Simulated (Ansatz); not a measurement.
# Squeezing and shearing rock-salt LiCl, displaced supercell (64 atoms), part 2 of 2

How stiff is rock-salt LiCl, displaced supercell (64 atoms), and how do its levels respond to strain?

Ansatz 0.2.0; Kohn-Sham DFT, PBE, PAW (set soft_2), plane waves.

The cell: 32 Li and 32 Cl. Sampling is at Γ alone.

So far. Step 5 (Volume -3 %): The relaxation converged after 2 steps, 0 eV below its start, with a largest force component of 0.033 eV/Å. Step 5 (Volume -3 %): Volume -3 %: the energy stands 0.107 eV above that of the reference, at a pressure of 1.06 GPa.

### Step 6. Volume +3 %

The relaxed cell is scaled to another volume.

Input and log are left out; they have the form of those shown for this kind of step.

Elapsed: 15 s, on 4 threads of Arm Neoverse V1, shared host; peak memory 1.1 GiB.

The relaxation converged after 2 steps, 0 eV below its start, with a largest force component of 0.022 eV/Å.

Volume +3 %: the energy stands 0.0909 eV above that of the reference, at a pressure of -0.871 GPa.

### Step 7. Volume -6 %

The relaxed cell is scaled to another volume.

Input and log are left out; they have the form of those shown for this kind of step.

The job ended after 14 s (4 threads of Arm Neoverse V1, shared host; peak memory 1 GiB).

The relaxation converged after 2 steps, 0 eV below its start, with a largest force component of 0.039 eV/Å.

Volume -6 %: the energy stands 0.447 eV above that of the reference, at a pressure of 2.28 GPa.

### Step 8. Volume +6 %

The relaxed cell is scaled to another volume.

Input and log are left out; they have the form of those shown for this kind of step.

Wall time 16 s (4 threads of Arm Neoverse V1, shared host); peak memory 1.1 GiB.

The relaxation converged after 2 steps, 0 eV below its start, with a largest force component of 0.018 eV/Å.

Volume +6 %: the energy stands 0.350 eV above that of the reference, at a pressure of -1.63 GPa.

### Step 9. Volume -10 %

The relaxed cell is scaled to another volume.

Input and log are left out; they have the form of those shown for this kind of step.

Run time: 13 s. Hardware: 4 threads of Arm Neoverse V1, shared host; peak memory 0.99 GiB.

The relaxation converged after 2 steps, 0 eV below its start, with a largest force component of 0.048 eV/Å.

Volume -10 %: the energy stands 1.33 eV above that of the reference, at a pressure of 4.25 GPa.

### Step 10. Stretched by 1 % along x

The relaxed cell is strained along x alone, which gives the stiffness along x and its coupling to y and z.

The input, input.yaml:

```yaml
crystal:
  lattice:
    - [10.42728, 0.0001, 0.00015]
    - [0.0001, 10.32529, 0.00018]
    - [0.00015, 0.00018, 10.324]
  atoms:
    [... the 64 atom lines of step 4 ...]
kpoints:
  mp_grid: { grid: [1, 1, 1] }
hamiltonian:
  xc: pbe
scf:
  occupations: { method: fixed }
output:
  forces: true
  eigenvalues: true
  stress: true
relax:
  f_tol: 0.05
  max_steps: 70
```

On the command line:

```bash
> ansatz run input.yaml --threads 4 --pin off --max-ram 8192MiB --backend cpu --events-out ev --progress --plain --runs-dir out
```

Numbers of over 12 decimals in the logs are rounded to 6 here.

The log of the run:

```text
[...]
Crystal: 64 atoms, lattice volume = 1111.530 Å³
Basis set: ecut = 420 eV, 21743 PW (Γ), exchange–correlation on 144×144×144 points (8 copies of the dense FFT grid, shifted against one another)
Bands: 224, of which v1, the nominal top of the filled ones, is band 160 counted from 1 (159 counted from 0)
Symmetry: 1 space group operations
[...]
k-points: 1
[...]
SCF iter   1: F=—  HF=-41210.298413 eV  |F-HF|=—  |Δ(HF+E_count)|=         —  Δρ=3.83e-4  dr2=2.05e-3  ethr=1.77e-3  ⟨swp⟩=4.0  Hψ=741  notcnv=0  defer=45
[...]
SCF iter   5: F=-41210.277986 eV  HF=-41210.277986 eV  |F-HF|=9.14e-9  |Δ(HF+E_count)|=   1.79e-7  Δρ=2.11e-6  dr2=5.91e-8  ethr=2.94e-10  ⟨swp⟩=2.0  Hψ=324  notcnv=0  defer=62
SCF iter   6: F=-41210.277986 eV  HF=-41210.277986 eV  |F-HF|=3.09e-9  |Δ(HF+E_count)|=   2.78e-8  Δρ=3.90e-7  dr2=1.10e-9  ethr=1.85e-11  ⟨swp⟩=36.0  Hψ=2458  notcnv=0
SCF 1 converged in 6 iterations: F = -41210.277986 eV  dr2 = 1.10e-9
[...]
relax step   1: F+E_penalty+E_count = -41210.27798598 eV  Δ(F+E_penalty+E_count) = +0.000e0 eV  max|allowed force component| = 2.746e-2 eV/Å  Δτ_max = 0.0000 Å  (6 SCF iters, dr2 threshold 6.25e-5 eV, accepted)
[...]
SCF iter   4: F=-41210.277986 eV  HF=-41210.277986 eV  |F-HF|=1.03e-8  |Δ(HF+E_count)|=   1.02e-8  Δρ=2.61e-6  dr2=8.26e-8  ethr=3.13e-11  ⟨swp⟩=3.0  Hψ=828  notcnv=0
SCF 2 converged in 4 iterations: F = -41210.277986 eV  dr2 = 8.26e-8
relax step   2: F+E_penalty+E_count = -41210.27798595 eV  Δ(F+E_penalty+E_count) = +2.978e-8 eV  max|allowed force component| = 2.746e-2 eV/Å  Δτ_max = 0.0000 Å  (4 SCF iters, accepted)
SCF converged after 4 iterations
Free energy (F): -41210.277986 eV
[...]
Internal energy: -41210.277986 eV  (E = F + TS)
E sigma→0 (E₀):  -41210.277986 eV
Fermi energy:    1.486556 eV
[...]
Σ components = -41210.277986   (vs F -41210.277986, Δ=0.00e0)
--- Forces (eV/Å), atoms counted from 1 ---
  atom   1  Li    -0.00092874     0.00418712     0.00874769
  atom   2  Cl    -0.00269121    -0.00187001    -0.00643423
  atom   3  Li     0.00952631    -0.00372184     0.00084793
  atom   4  Cl     0.00151759    -0.00148190    -0.00429290
[...]
atom  64  Cl     0.00301376    -0.00100244    -0.00320735
  max |Σ_I F_I| component: 1.26e-3 eV/Å
--- Stress (GPa, compression-positive) ---
       -0.461683      -0.000492      -0.000755
       -0.000492      -0.206218      -0.000913
       -0.000755      -0.000913      -0.204322
  P = ⅓ Tr σ = -0.2907 GPa (-2.907 kbar)
--- Band table (eV) ---
[...]
--- Relaxed structure (2 steps of the walk, 2 accepted, 0 SCFs on fresh bases) ---
  F+E_penalty+E_count = -41210.27798595 eV   max|allowed force component| = 2.746e-2 eV/Å
  atoms:
    - { symbol: Li, position: [0.00135, 0.00079, 8.999999999999999e-5] }
    - { symbol: Cl, position: [0.251370, 0.0015, 0.00117] }
    - { symbol: Li, position: [0.999530, 0.251480, 0.25087] }
    - { symbol: Cl, position: [0.251, 0.251180, 0.251220] }
[...]
- { symbol: Cl, position: [0.501120, 0.751380, 0.501410] }
```

Wall time 15 s (4 threads of Arm Neoverse V1, shared host); peak memory 1 GiB; 55 s of CPU time.

The relaxation converged after 2 steps, 0 eV below its start, with a largest force component of 0.027 eV/Å.

Stretched by 1 % along x: the energy stands 0.0157 eV above that of the reference, at a pressure of -0.291 GPa.

### Step 11. Compressed by 1 % along x

The relaxed cell is strained along x alone, which gives the stiffness along x and its coupling to y and z.

input.yaml, as its differences from that of step 10:

```diff
@@ -2,3 +2,3 @@
   lattice:
-    - [10.42728, 0.0001, 0.00015]
+    - [10.2208, 0.0001, 0.00015]
     - [0.0001, 10.32529, 0.00018]
```

The log of the run:

```text
[...]
Crystal: 64 atoms, lattice volume = 1089.520 Å³
Basis set: ecut = 420 eV, 21343 PW (Γ), exchange–correlation on 144×144×144 points (8 copies of the dense FFT grid, shifted against one another)
Bands: 224, of which v1, the nominal top of the filled ones, is band 160 counted from 1 (159 counted from 0)
Symmetry: 1 space group operations
[...]
k-points: 1
[...]
SCF iter   1: F=—  HF=-41210.299441 eV  |F-HF|=—  |Δ(HF+E_count)|=         —  Δρ=4.38e-4  dr2=2.71e-3  ethr=1.77e-3  ⟨swp⟩=4.0  Hψ=740  notcnv=0  defer=48
[...]
SCF iter   5: F=-41210.274408 eV  HF=-41210.274408 eV  |F-HF|=6.85e-9  |Δ(HF+E_count)|=   2.82e-7  Δρ=2.64e-6  dr2=9.03e-8  ethr=3.98e-10  ⟨swp⟩=2.0  Hψ=324  notcnv=0  defer=60
SCF iter   6: F=-41210.274408 eV  HF=-41210.274408 eV  |F-HF|=3.13e-9  |Δ(HF+E_count)|=   2.86e-8  Δρ=4.40e-7  dr2=1.44e-9  ethr=2.82e-11  ⟨swp⟩=35.0  Hψ=2467  notcnv=0
SCF 1 converged in 6 iterations: F = -41210.274408 eV  dr2 = 1.44e-9
[...]
relax step   1: F+E_penalty+E_count = -41210.27440824 eV  Δ(F+E_penalty+E_count) = +0.000e0 eV  max|allowed force component| = 2.691e-2 eV/Å  Δτ_max = 0.0000 Å  (6 SCF iters, dr2 threshold 6.25e-5 eV, accepted)
[...]
SCF iter   4: F=-41210.274408 eV  HF=-41210.274408 eV  |F-HF|=9.76e-9  |Δ(HF+E_count)|=   1.37e-8  Δρ=2.56e-6  dr2=7.70e-8  ethr=3.13e-11  ⟨swp⟩=3.0  Hψ=820  notcnv=0
SCF 2 converged in 4 iterations: F = -41210.274408 eV  dr2 = 7.70e-8
relax step   2: F+E_penalty+E_count = -41210.27440822 eV  Δ(F+E_penalty+E_count) = +2.712e-8 eV  max|allowed force component| = 2.692e-2 eV/Å  Δτ_max = 0.0000 Å  (4 SCF iters, accepted)
SCF converged after 4 iterations
Free energy (F): -41210.274408 eV
[...]
Internal energy: -41210.274408 eV  (E = F + TS)
E sigma→0 (E₀):  -41210.274408 eV
Fermi energy:    1.648007 eV
[...]
Σ components = -41210.274408   (vs F -41210.274408, Δ=0.00e0)
--- Forces (eV/Å), atoms counted from 1 ---
  atom   1  Li    -0.00136597     0.00408298     0.00852314
  atom   2  Cl    -0.00353672    -0.00184963    -0.00631949
  atom   3  Li     0.01467583    -0.00383376     0.00075941
  atom   4  Cl    -0.00090583    -0.00130415    -0.00441780
[...]
atom  64  Cl     0.00661362    -0.00070023    -0.00323412
  max |Σ_I F_I| component: 1.08e-3 eV/Å
--- Stress (GPa, compression-positive) ---
        0.558968      -0.000506      -0.000800
       -0.000506       0.243604      -0.000900
       -0.000800      -0.000900       0.245803
  P = ⅓ Tr σ = 0.3495 GPa (3.495 kbar)
--- Band table (eV) ---
[...]
--- Relaxed structure (2 steps of the walk, 2 accepted, 0 SCFs on fresh bases) ---
  F+E_penalty+E_count = -41210.27440822 eV   max|allowed force component| = 2.692e-2 eV/Å
  atoms:
    - { symbol: Li, position: [0.00135, 0.00079, 9.000000000000002e-5] }
    - { symbol: Cl, position: [0.251370, 0.0015, 0.00117] }
    - { symbol: Li, position: [0.99953, 0.25148, 0.250870] }
    - { symbol: Cl, position: [0.251, 0.25118, 0.251220] }
[...]
- { symbol: Cl, position: [0.501120, 0.75138, 0.50141] }
```

The job ended after 15 s (4 threads; peak memory 1 GiB).

The relaxation converged after 2 steps, 0 eV below its start, with a largest force component of 0.027 eV/Å.

Compressed by 1 % along x: the energy stands 0.0193 eV above that of the reference, at a pressure of 0.349 GPa.

### Step 12. Sheared by 2 % in xy

A shear of the relaxed cell gives the modulus that volume changes can't reach.

input.yaml, the sections that differ from step 11:

```yaml
crystal:
  lattice:
    - [10.32404, 0.10334, 0.00015]
    - [0.10335, 10.32529, 0.00018]
    - [0.00015, 0.00018, 10.324]
  atoms:
    [... the 64 atom lines of step 4 ...]
# kpoints, hamiltonian, scf, output, relax: as in step 11
```

The log of the run:

```text
[...]
Crystal: 64 atoms, lattice volume = 1100.415 Å³
Basis set: ecut = 420 eV, 21529 PW (Γ), exchange–correlation on 144×144×144 points (8 copies of the dense FFT grid, shifted against one another)
Bands: 224, of which v1, the nominal top of the filled ones, is band 160 counted from 1 (159 counted from 0)
Symmetry: 1 space group operations
[...]
k-points: 1
[...]
SCF iter   1: F=—  HF=-41210.266327 eV  |F-HF|=—  |Δ(HF+E_count)|=         —  Δρ=3.45e-4  dr2=1.86e-3  ethr=1.77e-3  ⟨swp⟩=5.0  Hψ=742  notcnv=0  defer=58
[...]
SCF iter   5: F=-41210.259192 eV  HF=-41210.259192 eV  |F-HF|=2.61e-8  |Δ(HF+E_count)|=   1.91e-7  Δρ=1.48e-6  dr2=2.32e-8  ethr=1.66e-10  ⟨swp⟩=2.0  Hψ=325  notcnv=0  defer=62
SCF iter   6: F=-41210.259192 eV  HF=-41210.259192 eV  |F-HF|=2.12e-9  |Δ(HF+E_count)|=   3.16e-8  Δρ=3.42e-7  dr2=1.01e-9  ethr=7.25e-12  ⟨swp⟩=37.0  Hψ=2497  notcnv=0
SCF 1 converged in 6 iterations: F = -41210.259192 eV  dr2 = 1.01e-9
[...]
relax step   1: F+E_penalty+E_count = -41210.25919232 eV  Δ(F+E_penalty+E_count) = +0.000e0 eV  max|allowed force component| = 2.712e-2 eV/Å  Δτ_max = 0.0000 Å  (6 SCF iters, dr2 threshold 6.25e-5 eV, accepted)
[...]
SCF iter   4: F=-41210.259192 eV  HF=-41210.259192 eV  |F-HF|=1.05e-8  |Δ(HF+E_count)|=   1.36e-8  Δρ=2.55e-6  dr2=7.83e-8  ethr=3.13e-11  ⟨swp⟩=3.0  Hψ=749  notcnv=0
SCF 2 converged in 4 iterations: F = -41210.259192 eV  dr2 = 7.83e-8
relax step   2: F+E_penalty+E_count = -41210.25919229 eV  Δ(F+E_penalty+E_count) = +2.819e-8 eV  max|allowed force component| = 2.712e-2 eV/Å  Δτ_max = 0.0000 Å  (4 SCF iters, accepted)
SCF converged after 4 iterations
Free energy (F): -41210.259192 eV
[...]
Internal energy: -41210.259192 eV  (E = F + TS)
E sigma→0 (E₀):  -41210.259192 eV
Fermi energy:    1.614398 eV
[...]
Σ components = -41210.259192   (vs F -41210.259192, Δ=0.00e0)
--- Forces (eV/Å), atoms counted from 1 ---
  atom   1  Li    -0.00108609     0.00415990     0.00868732
  atom   2  Cl    -0.00290525    -0.00162099    -0.00640187
  atom   3  Li     0.01212498    -0.00384438     0.00090171
  atom   4  Cl     0.00039868    -0.00133987    -0.00434870
[...]
atom  64  Cl     0.00430242    -0.00089013    -0.00324151
  max |Σ_I F_I| component: 1.08e-3 eV/Å
--- Stress (GPa, compression-positive) ---
        0.028186      -0.501705      -0.000807
       -0.501705       0.025855      -0.000933
       -0.000807      -0.000933       0.008278
  P = ⅓ Tr σ = 0.0208 GPa (0.208 kbar)
--- Band table (eV) ---
[...]
--- Relaxed structure (2 steps of the walk, 2 accepted, 0 SCFs on fresh bases) ---
  F+E_penalty+E_count = -41210.25919229 eV   max|allowed force component| = 2.712e-2 eV/Å
  atoms:
    - { symbol: Li, position: [0.00135, 0.00079, 9.000000000000002e-5] }
    - { symbol: Cl, position: [0.251370, 0.0015, 0.00117] }
    - { symbol: Li, position: [0.999530, 0.251480, 0.25087] }
    - { symbol: Cl, position: [0.251, 0.25118, 0.251220] }
[...]
- { symbol: Cl, position: [0.50112, 0.751380, 0.50141] }
```

Run time: 15 s. Hardware: 4 threads; peak memory 1 GiB.

The relaxation converged after 2 steps, 0 eV below its start, with a largest force component of 0.027 eV/Å.

Sheared by 2 % in xy: the energy stands 0.0345 eV above that of the reference, at a pressure of 0.0208 GPa.

### Step 13. Pressure against volume

Atoms are relaxed at each volume, in the scaled cell.

```
volume change (%)  volume (Å³/atom)  energy change (meV/atom)  pressure (GPa)  largest move on relaxing (Å)  bonds  gap (eV)
              -10            15.476                     20.85            4.25                          0.00    192                6.82
               -6            16.164                      6.99            2.28                          0.00    192                6.58
               -3            16.680                      1.68            1.06                          0.00    192                6.39
               +0            17.196                      0.00            0.01                             -    192                6.22
               +3            17.712                      1.42           -0.87                          0.00    192                6.05
               +6            18.227                      5.47           -1.63                          0.00    192                5.91
```

### Step 14. Uniaxial strain and shear

Stress (GPa, compression positive) less that of the relaxed cell, atoms relaxed:

```
                   strain      xx      yy      zz      xy  energy change (meV/atom)
 stretched by 1 % along x  -0.477  -0.219  -0.219   0.000                      0.25
compressed by 1 % along x   0.544   0.231   0.231   0.000                      0.30
     sheared by 2 % in xy   0.013   0.013  -0.007  -0.501                      0.54
```

### Step 15. Outcome

The bulk modulus, from the slope of pressure against ln V over the three points nearest the relaxed volume, is 32.1 GPa; a quadratic over all points gives a pressure derivative of about 4.7. The gap goes from 6.82 eV at the smallest volume to 5.91 eV at the largest, -5.6 eV per unit of ln V by a straight line, on the run's k-points. In the Cartesian axes of the cell, finite differences give C11 = 51.0, C12 = 22.5, C13 = 22.5 and C66 = 25.1 GPa (the shear of 2 % is the engineering strain, εxy = 0.01). The mean of C11, C12 and C13, which equals the bulk modulus in a cubic or isotropic solid, is 32.0 GPa: it agrees with the bulk modulus within 10 %.

Caveats: Strains are finite and relaxations stop at the force tolerance of the input, which can leave moduli too stiff; they are those of a static cell at zero temperature. Volumes are changed with the cell's shape held, so in an anisotropic solid the modulus lies over the one under free hydrostatic load. The program notes that the SCF threshold of the relaxations is loose for the stress.

The DFT runs together took 2.5 min of wall time.

[Logs are printed without paths, hosts, clocks, repeated set-up lines and the standing remarks that a program may print on its own settings, such as how far it seeks lower states.]

[Hosts, paths, dates, database ids (printed as entryN), source tags and the programs' standing remarks are cut or masked in the printed files.]
